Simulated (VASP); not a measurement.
VASP 6.6.1, r²SCAN single-point calculation, LiBr (strained rocksalt)

INCAR

```
LASPH = .TRUE.
SIGMA = 0.01
NBANDS = 12
METAGGA = R2SCAN
ISMEAR = 0
IBRION = -1
PREC = Accurate
LREAL = .FALSE.
LELF = .TRUE.
EDIFF = 1E-7
ISIF = 2
LWAVE = .FALSE.
LCHARG = .TRUE.
ALGO = Normal
ENCUT = 520
NELM = 120
NSW = 0
```

KPOINTS

```
KPOINTS created by Atomic Simulation Environment
0
Gamma
8 8 8
0 0 0
```

KPOINTS_OPT

```
special points
7
Reciprocal
0.0000000000 0.0000000000 0.0000000000 1
0.5000000000 0.0000000000 0.5000000000 1
0.6250000000 0.2500000000 0.6250000000 1
0.3750000000 0.3750000000 0.7500000000 1
0.5000000000 0.5000000000 0.5000000000 1
0.5000000000 0.2500000000 0.7500000000 1
-0.0781250000 0.0000000000 0.0781250000 1
```

POSCAR

```
Li Br
 1.0000000000000000
     0.0000000000000000    2.8491476453000000    2.8491476453000000
     2.8491476453000000    0.0000000000000000    2.8491476453000000
     2.8491476453000000    2.8491476453000000    0.0000000000000000
 Li  Br
   1   1
Cartesian
  0.0000000000000000  0.0000000000000000  0.0000000000000000
  2.8491476453000000  2.8491476453000000  2.8491476453000000
```

VASP ran with the recommended PBE PAW datasets (10 valence electrons in the cell).

Command

```
mpirun -np 1 vasp_std
```

OSZICAR

```
N       E                     dE             d eps       ncg     rms          rms(c)
DAV:   1     0.298390891513E+02    0.29839E+02   -0.38775E+03   696   0.761E+02
DAV:   2    -0.174586569998E+02   -0.47298E+02   -0.44855E+02   840   0.138E+02
DAV:   3    -0.206393587638E+02   -0.31807E+01   -0.31716E+01   932   0.371E+01
DAV:   4    -0.207394473643E+02   -0.10009E+00   -0.10005E+00  1004   0.611E+00
DAV:   5    -0.207401740647E+02   -0.72670E-03   -0.72670E-03   892   0.533E-01    0.171E+00
DAV:   6    -0.191008550323E+02    0.16393E+01   -0.37278E-01   856   0.414E+00    0.141E+00
DAV:   7    -0.191008234646E+02    0.31568E-04   -0.17884E-01   724   0.243E+00    0.404E-01
DAV:   8    -0.190966036817E+02    0.42198E-02   -0.41524E-02   748   0.115E+00    0.392E-01
DAV:   9    -0.190976585455E+02   -0.10549E-02   -0.74136E-03   728   0.813E-01    0.566E-02
DAV:  10    -0.190975332532E+02    0.12529E-03   -0.73234E-04  1048   0.210E-01    0.362E-02
DAV:  11    -0.190975401213E+02   -0.68681E-05   -0.17541E-05   768   0.402E-02    0.178E-02
DAV:  12    -0.190975365628E+02    0.35585E-05   -0.89020E-06   868   0.186E-02    0.362E-03
DAV:  13    -0.190975387525E+02   -0.21897E-05   -0.27974E-07   832   0.443E-03    0.178E-03
DAV:  14    -0.190975374140E+02    0.13385E-05   -0.83358E-09   532   0.103E-03    0.528E-04
DAV:  15    -0.190975376152E+02   -0.20120E-06   -0.16207E-09   460   0.347E-04    0.273E-04
DAV:  16    -0.190975376322E+02   -0.17024E-07   -0.87570E-10   436   0.219E-04
   1 F= -.19097538E+02 E0= -.19097538E+02  d E =-.707135E-45
       N       E                     dE             ncg
DAV:   1    -0.171427691139E+03   -0.23130E+04      168
DAV:   2    -0.537611682582E+03   -0.36618E+03      216
DAV:   3    -0.559011967919E+03   -0.21400E+02      228
DAV:   4    -0.559674881447E+03   -0.66291E+00      252
DAV:   5    -0.559679446427E+03   -0.45650E-02      220
DAV:   6    -0.559679558470E+03   -0.11204E-03      244
DAV:   7    -0.559679560969E+03   -0.24990E-05      216
DAV:   8    -0.559679561059E+03   -0.90165E-07      212
```

From OUTCAR

```
k-points           NKPTS =     29   k-points in BZ     NKDIM =     29   number of bands    NBANDS=     12

   NELECT =      10.0000    total number of electrons

   dimension x,y,z NGX =    30 NGY =   30 NGZ =   30
   dimension x,y,z NGXF=    60 NGYF=   60 NGZF=   60

  energy-cutoff  :      520.00
  volume of cell :       46.26
      direct lattice vectors                 reciprocal lattice vectors
     0.000000000  2.849147645  2.849147645    -0.175491081  0.175491081  0.175491081
     2.849147645  0.000000000  2.849147645     0.175491081 -0.175491081  0.175491081
     2.849147645  2.849147645  0.000000000     0.175491081  0.175491081 -0.175491081

 k-points in reciprocal lattice and weights: KPOINTS created by Atomic Simulation Env
   0.00000000  0.00000000  0.00000000       0.002
   0.12500000  0.00000000  0.00000000       0.016
   0.25000000  0.00000000  0.00000000       0.016
   0.37500000  0.00000000  0.00000000       0.016
   0.50000000  0.00000000  0.00000000       0.008
   0.12500000  0.12500000  0.00000000       0.012
   0.25000000  0.12500000  0.00000000       0.047
   0.37500000  0.12500000  0.00000000       0.047
   ...

 E-fermi :  -0.6574

 k-point     1 :       0.0000    0.0000    0.0000
  band No.  band energies     occupation
      1     -46.6807      2.00000
      2     -14.3189      2.00000
      3      -0.7541      2.00000
      4      -0.7541      2.00000
      5      -0.7541      2.00000
      6       4.6811      0.00000
      7      10.3599      0.00000
      8      10.3599      0.00000
      9      10.3599      0.00000
     10      12.2088      0.00000
     11      12.2088      0.00000
     12      12.2102      0.00000

 k-point     2 :       0.1250    0.0000    0.0000
  band No.  band energies     occupation
      1     -46.6806      2.00000
      2     -14.2680      2.00000
      3      -1.2350      2.00000
      4      -0.7907      2.00000
      5      -0.7907      2.00000
      6       5.1615      0.00000
      7       9.6241      0.00000
      8      10.2059      0.00000
      9      10.2064      0.00000
     10      11.2709      0.00000
     11      11.2712      0.00000
     12      12.5536      0.00000

 k-point     3 :       0.2500    0.0000    0.0000
  band No.  band energies     occupation
      1     -46.6805      2.00000
      2     -14.1404      2.00000
      3      -2.1663      2.00000
      4      -0.8750      2.00000
      5      -0.8750      2.00000
      6       5.7445      0.00000
      7       9.1384      0.00000
      8       9.1392      0.00000
      9       9.4290      0.00000
     10      12.1337      0.00000
     11      12.1338      0.00000
     12      12.9030      0.00000

 k-point     4 :       0.3750    0.0000    0.0000
  band No.  band energies     occupation
      1     -46.6802      2.00000
      2     -14.0054      2.00000
      3      -2.9272      2.00000
      4      -0.9540      2.00000
      5      -0.9540      2.00000
      6       5.6725      0.00000
      7       8.3616      0.00000
      8       8.3623      0.00000
      9      10.4878      0.00000
     10      13.3515      0.00000
     11      13.8041      0.00000
     12      13.8041      0.00000

 k-point     5 :       0.5000    0.0000    0.0000
  band No.  band energies     occupation
      1     -46.6801      2.00000
      2     -13.9470      2.00000
      3      -3.2126      2.00000
      4      -0.9853      2.00000
      5      -0.9853      2.00000
      6       5.5536      0.00000
      7       8.0956      0.00000
      8       8.0963      0.00000
      9      11.2264      0.00000
     10      13.8666      0.00000
     11      15.3468      0.00000
     12      15.3469      0.00000

 k-point     6 :       0.1250    0.1250    0.0000
  band No.  band energies     occupation
      1     -46.6806      2.00000
      2     -14.2507      2.00000
      3      -1.1959      2.00000
      4      -0.9124      2.00000
      5      -0.9124      2.00000
      6       5.3932      0.00000
      7       9.4416      0.00000
      8       9.7488      0.00000
      9      10.4077      0.00000
     10      10.4079      0.00000
     11      13.0833      0.00000
     12      13.0841      0.00000

 k-point     7 :       0.2500    0.1250    0.0000
  band No.  band energies     occupation
      1     -46.6805      2.00000
      2     -14.1474      2.00000
      3      -1.9157      2.00000
      4      -1.0529      2.00000
      5      -0.9965      2.00000
      6       6.1352      0.00000
      7       8.7133      0.00000
      8       8.8752      0.00000
      9      10.0241      0.00000
     10      11.0290      0.00000
     11      13.0084      0.00000
     12      13.7057      0.00000

 k-point     8 :       0.3750    0.1250    0.0000
  band No.  band energies     occupation
      1     -46.6802      2.00000
      2     -14.0126      2.00000
      3      -2.6863      2.00000
      4      -1.1526      2.00000
      5      -1.1311      2.00000
      6       6.2961      0.00000
      7       8.0857      0.00000
      8       9.1461      0.00000
      9       9.5111      0.00000
     10      12.1930      0.00000
     11      14.3935      0.00000
     12      14.4080      0.00000

 k-point     9 :       0.5000    0.1250    0.0000
  band No.  band energies     occupation
      1     -46.6801      2.00000
      2     -13.9265      2.00000
      3      -3.0987      2.00000
      4      -1.3221      2.00000
      5      -1.1071      2.00000
      6       6.1192      0.00000
      7       7.9300      0.00000
      8       8.5307      0.00000
      9      10.7185      0.00000
     10      13.2688      0.00000
     11      15.2584      0.00000
     12      15.4508      0.00000

 k-point    10 :      -0.3750    0.1250    0.0000
  band No.  band energies     occupation
      1     -46.6801      2.00000
      2     -13.9465      2.00000
      3      -3.0003      2.00000
      4      -1.4027      2.00000
      5      -0.9945      2.00000
      6       6.1413      0.00000
      7       8.2121      0.00000
      8       8.3661      0.00000
      9      10.4687      0.00000
     10      13.6117      0.00000
     11      13.8533      0.00000
     12      15.3604      0.00000

 k-point    11 :      -0.2500    0.1250    0.0000
  band No.  band energies     occupation
      1     -46.6803      2.00000
      2     -14.0587      2.00000
      3      -2.4396      2.00000
      4      -1.3357      2.00000
      5      -0.8532      2.00000
      6       6.2482      0.00000
      7       8.7036      0.00000
      8       8.7860      0.00000
      9       9.3548      0.00000
     10      11.9183      0.00000
     11      13.3965      0.00000
     12      14.3290      0.00000

 k-point    12 :      -0.1250    0.1250    0.0000
  band No.  band energies     occupation
      1     -46.6806      2.00000
      2     -14.1909      2.00000
      3      -1.6998      2.00000
      4      -1.0938      2.00000
      5      -0.7660      2.00000
      6       5.7732      0.00000
      7       9.0694      0.00000
      8       9.5210      0.00000
      9       9.6753      0.00000
     10      10.9157      0.00000
     11      12.6584      0.00000
     12      12.9842      0.00000

 k-point    13 :       0.2500    0.2500    0.0000
  band No.  band energies     occupation
      1     -46.6805      2.00000
      2     -14.0760      2.00000
      3      -2.0968      2.00000
      4      -1.2661      2.00000
      5      -1.2661      2.00000
      6       6.8223      0.00000
      7       8.2058      0.00000
      8       8.2326      0.00000
      9      10.8508      0.00000
     10      10.8512      0.00000
     11      13.7592      0.00000
     12      15.1560      0.00000

 k-point    14 :       0.3750    0.2500    0.0000
  band No.  band energies     occupation
      1     -46.6802      2.00000
      2     -13.9638      2.00000
      3      -2.6022      2.00000
      4      -1.5018      2.00000
      5      -1.3942      2.00000
      6       6.9155      0.00000
      7       7.9647      0.00000
      8       8.5148      0.00000
      9      10.5099      0.00000
     10      11.6410      0.00000
     11      14.8643      0.00000
     12      16.0762      0.00000

 k-point    15 :       0.5000    0.2500    0.0000
  band No.  band energies     occupation
      1     -46.6800      2.00000
      2     -13.8758      2.00000
      3      -2.9009      2.00000
      4      -1.8632      2.00000
      5      -1.3765      2.00000
      6       6.7494      0.00000
      7       8.1621      0.00000
      8       9.4339      0.00000
      9       9.6931      0.00000
     10      12.4101      0.00000
     11      15.8138      0.00000
     12      16.1274      0.00000

 ...

  Total       -0.8027350     -0.8027350     -0.8027350      0.0000000      0.0000000     -0.0000000
  in kB      -27.8040421    -27.8040421    -27.8040421      0.0000000      0.0000000     -0.0000000
  external PRESSURE =     -27.8040421 kB  Pullay stress =       0.0000000 kB

 POSITION                                       TOTAL-FORCE (eV/Angst)
 -----------------------------------------------------------------------------------
      0.00000      0.00000      0.00000         0.000000      0.000000      0.000000
      2.84915      2.84915      2.84915        -0.000000     -0.000000     -0.000000
 -----------------------------------------------------------------------------------
    total drift:                               -0.000000     -0.000000      0.000000

  FREE ENERGIE OF THE ION-ELECTRON SYSTEM (eV)
  ---------------------------------------------------
  free  energy   TOTEN  =       -19.0975376322 eV

  energy  without entropy=      -19.0975376322  energy(sigma->0) =      -19.09753763
```

The gap between bands v and c is 5.43 eV, the least direct gap is 5.44 eV and the pressure is -2.8 GPa.

Band v is the last that the valence electrons fill when counted band by band, and c is the next.

The run took about 69 s on one core of a shared host (Intel Xeon Platinum 8488C) and held 0.17 GiB at most.
